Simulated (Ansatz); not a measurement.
Si:

```
CELL_PARAMETERS angstrom
-2.37137 2.37137 1.32927
2.37137 -2.37137 1.32927
2.37137 2.37137 -1.32927
ATOMIC_POSITIONS crystal
Si 0.50000 0.50000 0.00000
Si 0.25000 0.75000 0.50000
```

This isn't the form of Si at room conditions, which is diamond.

Base run:

```yaml
Program: Ansatz 0.2.0
Functional: PBEsol
Potentials_or_basis: Ansatz PAW
Cutoff: 420 eV
Density_cutoff: 1680 eV
k_mesh: 11 × 11 × 11
Occupations: fermi-dirac, width 0.05 eV
Spin: no spin polarisation
```

Its results: band gap on the k mesh none (metal or under the smearing width); pressure 0.7 GPa.

Q: The run is repeated on the same cell with these changes: functional from PBEsol to r2SCAN; cutoff from 420 eV to 500 eV; density cutoff from 1680 eV to 2000 eV. What comes out?

A: Band gap on the k mesh none (metal or under the smearing width); pressure 2.4 GPa.

Caveats: the PAW data sets come from PBE, with cores solved anew for the run's functional, which leaves a small shift of forces and pressure.

Not every run made on this cell is shown here.
